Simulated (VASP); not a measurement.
Set up this calculation in VASP 6.6.1, as the native input.

```
Task                            : RPA correlation energy
Functional                      : PBE
Potentials or basis             : VASP PAW PBE potentials, release 64 (Na_sv_GW, H_GW)
Cutoff                          : 400 eV
k mesh                          : 5 × 5 × 5
Occupations                     : gaussian, width 0.05 eV
Spin                            : no spin polarisation
Cutoff of the response function : 200
Frequency points                : 12
Further INCAR settings          : ALGO = ACFDT; EDIFF = 1e-08; NBANDS = 479
```

Crystal: NaH.

```
Na H
1.0
     2.95512    0.00000    0.00000
     0.00000    2.95512    0.00000
     0.00000    0.00000    2.95512
Na H
1 1
Direct
  0.00000 0.00000 0.00000
  0.50000 0.50000 0.50000
```

The cell comes from a database or a generator and needn't be the stable form of this composition.

These files were run (other wordings do the same):

POSCAR

```
NaH
1.0
    2.9551240000      0.0000000000      0.0000000000
    0.0000000000      2.9551240000      0.0000000000
    0.0000000000      0.0000000000      2.9551240000
Na H
1 1
Direct
    0.0000000000      0.0000000000      0.0000000000
    0.5000000000      0.5000000000      0.5000000000
```

INCAR.step1

```
SYSTEM = NaH
PREC = Accurate
ENCUT = 400
EDIFF = 1E-8
ISMEAR = 0
SIGMA = 0.05
LREAL = .FALSE.
LASPH = .TRUE.
NELM = 80
ALGO = Normal
LWAVE = .TRUE.
LCHARG = .FALSE.
GGA = PE
```

INCAR.step2

```
SYSTEM = NaH
PREC = Accurate
ENCUT = 400
EDIFF = 1E-8
ISMEAR = 0
SIGMA = 0.05
LREAL = .FALSE.
LASPH = .TRUE.
NELM = 1
ALGO = EIGENVAL
LWAVE = .FALSE.
LCHARG = .FALSE.
GGA = PE
LHFCALC = .TRUE.
AEXX = 1.0
ALDAC = 0.0
AGGAC = 0.0
ISTART = 1
PRECFOCK = Fast
```

INCAR.step3

```
SYSTEM = NaH
PREC = Accurate
ENCUT = 400
EDIFF = 1E-8
ISMEAR = 0
SIGMA = 0.05
LREAL = .FALSE.
LASPH = .TRUE.
NELM = 1
ALGO = Exact
LWAVE = .TRUE.
LCHARG = .FALSE.
GGA = PE
NBANDS = 479
LOPTICS = .TRUE.
ISTART = 1
```

INCAR.step4

```
SYSTEM = NaH
PREC = Accurate
ENCUT = 400
EDIFF = 1E-8
ISMEAR = 0
SIGMA = 0.05
LREAL = .FALSE.
LASPH = .TRUE.
NELM = 80
ALGO = ACFDT
LWAVE = .FALSE.
LCHARG = .FALSE.
GGA = PE
NBANDS = 479
ENCUTGW = 200
NOMEGA = 12
ISTART = 1
PRECFOCK = Fast
```

KPOINTS

```
Automatic mesh
0
G
  5 5 5
  0 0 0
```

Potentials or basis: VASP PAW PBE potentials, release 64 (Na_sv_GW, H_GW).

Launch:

```sh
$ cat potpaw_PBE.64/Na_sv_GW/POTCAR potpaw_PBE.64/H_GW/POTCAR > POTCAR
$ cp INCAR.step1 INCAR
$ mpirun -np 1 vasp_std > vasp.out
$ cp INCAR.step2 INCAR
$ mpirun -np 1 vasp_std > vasp.out
$ cp INCAR.step3 INCAR
$ mpirun -np 1 vasp_std > vasp.out
$ cp INCAR.step4 INCAR
$ mpirun -np 1 vasp_std > vasp.out
```

Results of the run:

The band gap on the k mesh, mean-field level is 2.47 eV, indirect (least direct gap 5.57 eV), the RPA correlation energy is -4.601 eV/atom and the RPA total energy per cell is -19.206 eV. The RPA correlation energy per cell is -9.202 eV.

Caveat: the k mesh is coarse (spacing up to 0.43 Å⁻¹), so the values aren't converged; an odd mesh through Γ misses points on the zone boundary, where band edges often lie.

Run time: 5.3 min on 1 thread of AMD EPYC 9R45 (Zen 5), with other jobs on the host, peak memory 0.6 GiB.
